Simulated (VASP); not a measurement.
Input of a VASP 6.6.1 run:

The input INCAR:

```
PREC = Accurate ; ENCUT = 600
EDIFF = 1E-7 ; ISMEAR = -1
SIGMA = 0.05 ; LREAL = False
LASPH = True ; NELM = 80
ALGO = Normal ; ISIF = 3
LWAVE = False ; LCHARG = False
GGA = PS ; IVDW = 11
IBRION = 2 ; NSW = 60
EDIFFG = -0.01
```

File KPOINTS:

```
Automatic mesh
0
Gamma
  6 6 9
```

File POSCAR:

```
TiO2
1.0
    4.5998373239      0.0000000000      0.0000000000
    0.0000000000      4.5998373239      0.0000000000
    0.0000000000      0.0000000000      2.9592135600
Ti O
2 4
Direct
    0.0000000000      0.0000000000      0.5000000000
    0.5000000000      0.5000000000      0.0000000000
    0.3043213200      0.3043213200      0.5000000000
    0.1956786800      0.8043213200      0.0000000000
    0.8043213200      0.1956786800      0.0000000000
    0.6956786800      0.6956786800      0.5000000000
```

Potentials or basis: VASP PAW PBE potentials, release 64 (Ti_sv, O).

The run is started by

```sh
$ cat potpaw_PBE.64/Ti_sv/POTCAR potpaw_PBE.64/O/POTCAR > POTCAR
$ mpirun -np 1 vasp_std > vasp.out
```

Problem. What does it give for the relaxed volume?

Solution. 10.24 Å³/atom.

Problem. What does it give for the space group after relaxing (to 0.05 Å)?

Solution. P4_2/mnm (No. 136).

The path:
| step | energy change (eV) | largest force (eV/Å) | pressure (GPa) | volume (Å³) |
| --- | --- | --- | --- | --- |
| 1 | 0.0000 | 0.0393 | -4.33 | 62.61 |
| 2 | 0.0138 | 0.2203 | 6.34 | 60.09 |
| 3 | -0.0156 | 0.0632 | -0.05 | 61.53 |
| 4 | -0.0156 | 0.0654 | 0.03 | 61.51 |
| 5 | -0.0160 | 0.0103 | 0.06 | 61.47 |
| 6 | -0.0160 | 0.0009 | 0.07 | 61.47 |

Caveat: the PAW data sets were made with another functional, which shifts forces and pressure a little.
